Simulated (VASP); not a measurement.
# Sc (I4/mmm) in VASP: single point with r2SCAN+rVV10+U

Aim: the single point of Sc with r2SCAN+rVV10+U.

Everything below comes from runs of VASP 6.6.1. Logs are shortened: lines on timing, memory, paths and dates and some standing lists are left out, and cuts for length are marked.

## 1. The structure

Symmetry: I4/mmm, No. 139, tetragonal system. The conventional cell has a = 3.834 Å, b = 3.834 Å, c = 3.435 Å, α = 90.00°, β = 90.00°, γ = 90.00°. Sc (site symmetry 4/mmm) is surrounded by 10 Sc at 3.21 to 3.44 Å.

This isn't the form of Sc at room conditions, which is hcp.

## 2. Single point, r2SCAN+rVV10+U

Input file POSCAR:

```
Sc
1.0
   -1.9172054859      1.9172054859      1.7176030000
    1.9172054859     -1.9172054859      1.7176030000
    1.9172054859      1.9172054859     -1.7176030000
Sc
1
Direct
    0.0000000000      0.0000000000      0.0000000000
```

Input file INCAR.step1:

```
  PREC = Accurate
  ENCUT = 520
  ISMEAR = -1
  SIGMA = 0.1
  LREAL = False
  LASPH = True
  NELM = 150
  LMAXMIX = 4
  LDAU = True
  LDAUTYPE = 2
  LDAUL = 2
  LDAUU = 8
  LDAUJ = 0
  NBANDS = 12
  GGA = PE
  ALGO = Normal
  EDIFF = 1E-4
  LWAVE = True
  LCHARG = False
```

Input file INCAR.step2:

```
  PREC = Accurate
  ENCUT = 520
  EDIFF = 1E-6
  ISMEAR = -1
  SIGMA = 0.1
  LREAL = False
  LASPH = True
  NELM = 150
  ALGO = Normal
  ISIF = 2
  LWAVE = False
  LCHARG = False
  LMAXMIX = 4
  LDAU = True
  LDAUTYPE = 2
  LDAUL = 2
  LDAUU = 8
  LDAUJ = 0
  LDAUPRINT = 1
  METAGGA = R2SCAN
  LMIXTAU = True
  LUSE_VDW = True
  IVDW_NL = 2
  BPARAM = 11.95
  CPARAM = 0.0093
  NBANDS = 12
  ISTART = 1
```

Input file KPOINTS:

```
regular mesh
0
Gamma
  10 10 10
```

Potentials or basis: VASP PAW PBE potentials, release 64 (Sc_sv).

On the command line:

```sh
cat potpaw_PBE.64/Sc_sv/POTCAR > POTCAR
cp INCAR.step1 INCAR
mpirun -np 1 vasp_std > vasp.out
cp INCAR.step2 INCAR
mpirun -np 1 vasp_std > vasp.out
```

OUTCAR:

```text
PREC = Accurate
   ENCUT = 520
   EDIFF = 1E-6
   ISMEAR = -1
   LREAL = False
   LASPH = True
   NELM = 150
   ISIF = 2
   METAGGA = R2SCAN
   IVDW_NL = 2
   BPARAM = 11.95
   ISTART = 1

 ion  position               nearest neighbor table
   1  0.000  0.000  0.000-

  LATTYP: Found a body centered tetragonal cell.
 ALAT       =     3.8344109718
 C/A-ratio  =     0.8958888406

  Lattice vectors:

 A1 = (  -1.9172054859,   1.9172054859,   1.7176030000)
 A2 = (   1.9172054859,  -1.9172054859,   1.7176030000)
 A3 = (   1.9172054859,   1.9172054859,  -1.7176030000)

Analysis of symmetry for initial positions (statically):
=====================================================================
 Subroutine PRICEL returns:
 Original cell was already a primitive cell.

 Routine SETGRP: Setting up the symmetry group for a
 body centered tetragonal supercell.

 Subroutine GETGRP returns: Found 16 space group operations
 (whereof 16 operations were pure point group operations)
 out of a pool of 16 trial point group operations.

The static configuration has the point symmetry D_4h.

Analysis of symmetry for dynamics (positions and initial velocities):
=====================================================================
 Subroutine PRICEL returns:
 Original cell was already a primitive cell.

 Routine SETGRP: Setting up the symmetry group for a
 body centered tetragonal supercell.

 Subroutine GETGRP returns: Found 16 space group operations
 (whereof 16 operations were pure point group operations)
 out of a pool of 16 trial point group operations.

The dynamic configuration has the point symmetry D_4h.

 Subroutine INISYM returns: Found 16 space group operations
 (whereof 16 operations are pure point group operations),
 and found     1 'primitive' translations

----------------------------------------------------------------------------------------

                                     Primitive cell

  volume of cell :      25.2534

  direct lattice vectors                    reciprocal lattice vectors
    -1.917205486  1.917205486  1.717603000     0.000000000  0.260796249  0.291103357
     1.917205486 -1.917205486  1.717603000     0.260796249  0.000000000  0.291103357
     1.917205486  1.917205486 -1.717603000     0.260796249  0.260796249  0.000000000

  length of vectors
     3.209597142  3.209597142  3.209597142     0.390839927  0.390839927  0.368821593

  position of ions in fractional coordinates (direct lattice)
     0.000000000  0.000000000  0.000000000

  ion indices of the primitive-cell ions
   primitive index   ion index
                 1           1

----------------------------------------------------------------------------------------

 KPOINTS: regular mesh

Automatic generation of k-mesh.
 Grid dimensions read from file:
 generate k-points for:   10   10   10

 Generating k-lattice:

  Cartesian coordinates                     Fractional coordinates (reciprocal lattice)
     0.000000000  0.026079625  0.029110336     0.100000000 -0.000000000  0.000000000
     0.026079625  0.000000000  0.029110336    -0.000000000  0.100000000  0.000000000
     0.026079625  0.026079625  0.000000000     0.000000000  0.000000000  0.100000000

  Length of vectors
     0.039083993  0.039083993  0.036882159

  Shift w.r.t. Gamma in fractional coordinates (k-lattice)
     0.000000000  0.000000000  0.000000000

 Subroutine IBZKPT returns following result:
 ===========================================

 Found    102 irreducible k-points:

 Following reciprocal coordinates:
            Coordinates               Weight
  0.000000  0.000000  0.000000      1.000000
  0.100000  0.000000 -0.000000      8.000000
  0.200000  0.000000 -0.000000      8.000000
  0.300000  0.000000  0.000000      8.000000
  0.400000 -0.000000  0.000000      8.000000
  0.500000 -0.000000  0.000000      4.000000
[... 16 lines left out ...]
  0.300000  0.300000 -0.000000      8.000000
  0.400000  0.300000 -0.000000     16.000000
 [... further k-points ...]
   k-points           NKPTS =    102   k-points in BZ     NKDIM =    102   number of bands    NBANDS=     12
   number of dos      NEDOS =    301   number of ions     NIONS =      1
   total plane-waves  NPLWV =  13824
   dimension x,y,z NGX =    24 NGY =   24 NGZ =   24
   dimension x,y,z NGXF=    48 NGYF=   48 NGZF=   48
   ions per type =               1
   NGX,Y,Z   is equivalent  to a cutoff of  12.43, 12.43, 12.43 a.u.
   NGXF,Y,Z  is equivalent  to a cutoff of  24.86, 24.86, 24.86 a.u.
 SYSTEM =  unknown system
   PREC   = accura    normal or accurate (medium, high low for compatibility)
   ISTART =      1    job   : 0-new  1-cont  2-samecut
   ICHARG =      0    charge: 1-file 2-atom 10-const
   ISPIN  =      1    spin polarized calculation?
   LNONCOLLINEAR =      F non collinear calculations
   LSORBIT =      F    spin-orbit coupling
   LASPH  =      T    aspherical Exc in radial PAW
   ENCUT  =  520.0 eV  38.22 Ry    6.18 a.u.   5.97  5.97  5.97*2*pi/ulx,y,z
   NELM   =    150;   NELMIN=  2; NELMDL=  0     # of ELM steps
   EDIFF  = 0.1E-05   stopping-criterion for ELM
   LREAL  =      F    real-space projection
   EDIFFG = 0.1E-04   stopping-criterion for IOM
   NSW    =      0    number of steps for IOM
   IBRION =     -1    ionic relax: 0-MD 1-quasi-New 2-CG
   NFREE  =      0    steps in history (QN), initial steepest desc. (CG)
   ISIF   =      2    stress and relaxation
   ISYM   =      2    0-nonsym 1-usesym 2-fastsym
   POTIM  = 0.5000    time-step for ionic-motion
   TEBEG  =    0.0;   TEEND  =   0.0 temperature during run
   PSTRESS=    0.0 pullay stress
   NELECT =      11.0000    total number of electrons
   NUPDOWN=      -1.0000    fix difference up-down
   EMIN   =  10.00;   EMAX   =-10.00  energy-range for DOS
   EFERMI =   0.00;   METHOD = LEGACY
   ISMEAR =    -1;   SIGMA  =   0.10  broadening in eV -4-tet -1-fermi 0-gaus
   EFERMI_NEDOS =   21; number of points for ismear=-14 and -15
   IALGO  =     38    algorithm
   IMIX   =      4    mixing-type and parameters
     AMIX     =   0.40;   BMIX     =  1.00
     AMIX_MAG =   1.60;   BMIX_MAG =  1.00
  volume/ion in A,a.u.               =      25.25       170.42
  Fermi-wavevector in a.u.,A,eV,Ry     =   1.240983  2.345117 20.953486  1.540038
  Thomas-Fermi vector in A             =   2.375400
   LORBIT       =      0    0 simple, 1 ext, 2 COOP (PROOUT), +10 PAW based schemes
 LDA+U is selected, type is set to LDAUTYPE =  2
   angular momentum for each species LDAUL =     2
   U (eV)           for each species LDAUU =   8.0
   J (eV)           for each species LDAUJ =   0.0
   METAGGA = R2SCAN    functional components
   LHFCALC =     F    Hartree Fock is set to
   AEXX    =    0.0000 exact exchange contribution
   IVDW_NL    =     2    kernel type
   BPARAM     =11.9500
   IVDW    =     0    specifies the selected vdW correction
   LEPSILON=     F    determine dielectric tensor
   LRPA    =     F    only Hartree local field effects (RPA)
 non-spin polarized calculation
  energy-cutoff  :      520.00
  volume of cell :       25.25
 maximum number of plane-waves:       700
   NGX = 11   NGY = 11   NGZ = 11

atom =   1  type =  1  l = 2

 onsite density matrix

spin component  1

  0.0348 -0.0000  0.0000  0.0000 -0.0000
 -0.0000  0.0355  0.0000  0.0000  0.0000
  0.0000  0.0000  0.0844 -0.0000 -0.0000
  0.0000  0.0000 -0.0000  0.0355  0.0000
 -0.0000  0.0000 -0.0000  0.0000  0.0676

spin component  2

  0.0348 -0.0000  0.0000  0.0000 -0.0000
 -0.0000  0.0355  0.0000  0.0000  0.0000
  0.0000  0.0000  0.0844 -0.0000 -0.0000
  0.0000  0.0000 -0.0000  0.0355  0.0000
 -0.0000  0.0000 -0.0000  0.0000  0.0676

 occupancies and eigenvectors

  o =  0.0348  v =  1.0000  0.0000  0.0000  0.0000  0.0000  0.0000  0.0000  0.0000  0.0000  0.0000      0.0000  0.0000  0.0000  0.0000  0.0000  0.0000  0.0000  0.0000  0.0000  0.0000
  o =  0.0348  v =  0.0000  0.0000  0.0000  0.0000  0.0000  1.0000  0.0000  0.0000  0.0000  0.0000      0.0000  0.0000  0.0000  0.0000  0.0000  0.0000  0.0000  0.0000  0.0000  0.0000
  o =  0.0355  v =  0.0000  0.9988  0.0000 -0.0493  0.0000  0.0000  0.0000  0.0000  0.0000  0.0000      0.0000  0.0000  0.0000  0.0000  0.0000  0.0000  0.0000  0.0000  0.0000  0.0000
  o =  0.0355  v =  0.0000  0.0000  0.0000  0.0000  0.0000  0.0000  0.9988  0.0000 -0.0493  0.0000      0.0000  0.0000  0.0000  0.0000  0.0000  0.0000  0.0000  0.0000  0.0000  0.0000
  o =  0.0355  v =  0.0000 -0.0493  0.0000 -0.9988 -0.0000  0.0000  0.0000  0.0000  0.0000  0.0000      0.0000  0.0000  0.0000  0.0000  0.0000  0.0000  0.0000  0.0000  0.0000  0.0000
  o =  0.0355  v =  0.0000  0.0000  0.0000  0.0000  0.0000  0.0000 -0.0493  0.0000 -0.9988 -0.0000      0.0000  0.0000  0.0000  0.0000  0.0000  0.0000  0.0000  0.0000  0.0000  0.0000
  o =  0.0676  v =  0.0000  0.0000  0.0000  0.0000  0.0000  0.0000 -0.0000 -0.0000  0.0000  1.0000      0.0000  0.0000  0.0000  0.0000  0.0000  0.0000  0.0000  0.0000  0.0000  0.0000
  o =  0.0676  v =  0.0000 -0.0000 -0.0000  0.0000  1.0000  0.0000  0.0000  0.0000  0.0000  0.0000      0.0000  0.0000  0.0000  0.0000  0.0000  0.0000  0.0000  0.0000  0.0000  0.0000
  o =  0.0844  v =  0.0000  0.0000  0.0000  0.0000  0.0000  0.0000  0.0000 -1.0000 -0.0000 -0.0000      0.0000  0.0000  0.0000  0.0000  0.0000  0.0000  0.0000  0.0000  0.0000  0.0000
  o =  0.0844  v =  0.0000  0.0000 -1.0000 -0.0000 -0.0000  0.0000  0.0000  0.0000  0.0000  0.0000      0.0000  0.0000  0.0000  0.0000  0.0000  0.0000  0.0000  0.0000  0.0000  0.0000

 number of electron      11.0000004 magnetization

 Free energy of the ion-electron system (eV)
  ---------------------------------------------------
  ext. energy  EPLUGINS =         0.00000000
  ---------------------------------------------------
  free energy    TOTEN  =        -8.44617592 eV

  energy without entropy =       -8.41433066  energy(sigma->0) =       -8.43025329

 E-fermi :   4.7854     XC(G=0): -10.6798

 val. band max:        4.7536218077   @ k =  -0.2000  -0.4000   0.2000
 cond. band min:       4.8031987590   @ k =   0.3000   0.2000   0.0000
 fundamental gap:      0.0495769513
 Fermi energy:         4.7853947727

 k-point     1 :       0.0000    0.0000    0.0000
  band No.  band energies     occupation
      1     -49.3148      2.00000
      2     -26.6847      2.00000
      3     -26.6847      2.00000
      4     -26.6330      2.00000
      5      -1.9644      2.00000
      6       7.1339      0.00000
      7       7.9750      0.00000
      8       7.9750      0.00000
      9       8.2573      0.00000
     10       9.2685      0.00000
     11      17.6540      0.00000
     12      17.6541      0.00000

 k-point     2 :       0.1000    0.0000   -0.0000
  band No.  band energies     occupation
      1     -49.3093      2.00000
      2     -26.7049      2.00000
      3     -26.6957      2.00000
      4     -26.6489      2.00000
      5      -1.6810      2.00000
      6       7.1255      0.00000
      7       7.7679      0.00000
      8       7.9663      0.00000
      9       8.3122      0.00000
     10       9.1173      0.00000
     11      17.7832      0.00000
     12      18.0470      0.00000

 k-point     3 :       0.2000    0.0000   -0.0000
  band No.  band energies     occupation
      1     -49.2948      2.00000
      2     -26.7824      2.00000
      3     -26.7245      2.00000
      4     -26.6648      2.00000
      5      -0.8648      2.00000
      6       6.8285      0.00000
      7       7.0084      0.00000
      8       8.3335      0.00000
      9       8.5900      0.00000
     10       8.9456      0.00000
     11      17.0785      0.00000
     12      17.4199      0.00000
[... 286 lines left out ...]
 k-point    23 :       0.3000    0.3000   -0.0000
  band No.  band energies     occupation
      1     -49.2522      2.00000
      2     -26.9279      2.00000
      3     -26.8764      2.00000
      4     -26.7193      2.00000
      5       3.8845      1.99976
      6       4.2995      1.98461
      7       5.0790      0.10076
      8       8.7624      0.00000
      9       9.5371      0.00000
     10      11.1023      0.00000
     11      11.7919      0.00000
     12      12.5900      0.00000

 k-point    24 :       0.4000    0.3000   -0.0000
  band No.  band energies     occupation
      1     -49.2542      2.00000
      2     -26.9382      2.00000
      3     -26.8579      2.00000
      4     -26.7112      2.00000
      5       3.4643      2.00000
      6       4.4663      1.92100
      7       5.2481      0.01938
      8       8.8888      0.00000
      9       9.0357      0.00000
     10      11.3182      0.00000
     11      11.6619      0.00000
     12      12.9235      0.00000

 [... further k-points ...]
[... 5 lines left out ...]
  --------------------------------------------------------------------------------------
  -------------------------------------------------------------------------------------
  Total        1.4583087      1.4583087      2.7441298      0.0000000      0.0000000      0.0000000
  in kB       92.5209210     92.5209210    174.0985412      0.0000000      0.0000000      0.0000000
  external PRESSURE =     119.7134611 kB  Pullay stress =       0.0000000 kB

 VOLUME and BASIS-vectors are now :
 -----------------------------------------------------------------------------
  energy-cutoff  :      520.00
  volume of cell :       25.25
      direct lattice vectors                 reciprocal lattice vectors
    -1.917205486  1.917205486  1.717603000     0.000000000  0.260796249  0.291103357
     1.917205486 -1.917205486  1.717603000     0.260796249  0.000000000  0.291103357
     1.917205486  1.917205486 -1.717603000     0.260796249  0.260796249  0.000000000

 POSITION                                       TOTAL-FORCE (eV/Angst)
 -----------------------------------------------------------------------------------
      0.00000      0.00000      0.00000        -0.000000     -0.000000      0.000000
 -----------------------------------------------------------------------------------
    total drift:                               -0.000000      0.000000      0.000000

  FREE ENERGIE OF THE ION-ELECTRON SYSTEM (eV)
  ---------------------------------------------------
  free  energy   TOTEN  =        -8.4461759236 eV

  energy  without entropy=       -8.4143306606  energy(sigma->0) =       -8.43025329
```

It took 57 s on 1 thread of AMD EPYC 9R45 (Zen 5), shared host; peak memory 0.2 GiB.

Results:

- Free energy: -8.4462 eV
- Pressure: 12.0 GPa
- Band gap on the k mesh: none (metal or under the smearing width)

Levels at points of the mesh, in eV from the Fermi level:
```
           k point  band 3  band 4  band 5  band 6  band 7  band 8
(0.00, 0.00, 0.00)  -31.47  -31.42   -6.75    2.35    3.19    3.19
(0.50, 0.00, 0.00)  -31.58  -31.47   -1.88   -0.74    1.09    4.05
(0.50, 0.50, 0.00)  -31.51  -31.46   -2.20   -1.33    2.08    3.41
(0.50, 0.50, 0.50)  -31.73  -31.61   -1.04   -0.75    4.15    4.15
```

Eigenvalues of the final occupation matrices:
```
    site  spin  trace               eigenvalues
site 1 d     1   0.26  0.03 0.04 0.04 0.07 0.08
site 1 d     2   0.26  0.03 0.04 0.04 0.07 0.08
```

Caveat: the PAW data sets were made with another functional, which shifts forces and pressure a little; U without spin polarisation on a metal has little footing; the U is typed as a test and isn't derived for this compound.
